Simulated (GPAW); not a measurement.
The system is HfSiO4 (Hafnon).

```
Hf Si O
1.0
    -3.28625    3.28625    2.98160
     3.28625   -3.28625    2.98160
     3.28625    3.28625   -2.98160
Hf Si O
2 2 8
Direct
  0.00000 0.00000 0.00000
  0.75000 0.25000 0.50000
  0.50000 0.50000 0.00000
  0.25000 0.75000 0.50000
  0.68020 0.49570 0.81550
  0.24570 0.93020 0.31550
  0.68020 0.86470 0.18450
  0.61470 0.93020 0.68450
  0.06980 0.38530 0.31550
  0.50430 0.31980 0.18450
  0.06980 0.75430 0.68450
  0.13530 0.31980 0.81550
```

Base run:

- Program: GPAW 26.7.0
- Functional: TB-mBJ
- Potentials or basis: GPAW PAW data sets for LDA (gpaw-data 1.2.1)
- Cutoff: 800 eV
- Basis: pw
- k mesh: 4 × 4 × 4
- Occupations: fermi-dirac, width 0.05 eV
- Spin: no spin polarisation

Its results: band gap on the k mesh 7.02 eV, indirect (least direct gap 7.32 eV).

Question: The run is repeated on the same cell with these changes: functional from TB-mBJ to PBE; potentials or basis from GPAW PAW data sets for LDA (gpaw-data 1.2.1) to GPAW PAW data sets (gpaw-data 1.2.1). What comes out?

Answer: Band gap on the k mesh 5.41 eV, indirect (least direct gap 5.77 eV).

Caveats: spin-orbit coupling is left out, which moves the levels of the heavy elements; a model potential gives levels but no total energy (some runs).
